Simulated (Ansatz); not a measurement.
Clean, relaxed (100) surface of Ti, space group Fm-3m (No. 225) (top face towards +c; atoms held fixed, by place in the list: 1, 2):

```
Ti
1.0
     2.86791    0.00000    0.00000
     0.00000    2.86791    0.00000
     0.00000    0.00000   23.08376
Ti
4
Cartesian
  1.4340 1.4340 8.5000
  0.0000 0.0000 10.5279
  1.4340 1.4340 12.6566
  0.0000 0.0000 14.5290
```

All numbers below come from DFT PBEsol, scalar-relativistic, plane waves, PAW (Ansatz 0.2.0). Plane waves to 420 eV, a k mesh through Γ of 10×10×1 on the computed 4-atom cell and Gaussian smearing (0.10 eV); no spin polarisation. The cell repeats along c with a dipole correction in the vacuum.

The adsorption energy is E(slab + adsorbate) − E(slab) − E(free adsorbate, spin-polarised where open-shell). With the adsorbate the cell is lengthened along c to keep the vacuum.

Task: OH is put at the bridge (Ti-Ti) at (0.00, 0.50) site, one adsorbate per 8.2 Å². What structure does it relax to?

Result: E_ads = -5.36 eV. Contacts: O–Ti 2.04 Å. Bonds within the adsorbate: O–H 0.98 Å.

```xyz
6
Lattice="2.8679 0.0000 0.0000 0.0000 2.8679 0.0000 0.0000 0.0000 25.9638" Properties=species:S:1:pos:R:3 pbc="T T T"
Ti    1.4340    1.4340    8.5000
Ti    0.0000    0.0000   10.5279
Ti    1.4317    1.4349   12.5991
Ti   -0.0187    0.0016   14.6210
O     0.0166    1.4350   16.0697
H     0.8445    1.4343   16.6017
```

Each end is the local minimum or symmetric point that its start leads to. This isn't the usual crystal structure of Ti. The slab is only 6.1 Å thick, so the energies aren't converged with thickness.

Spin polarisation was left out, and a magnetic state may lie lower.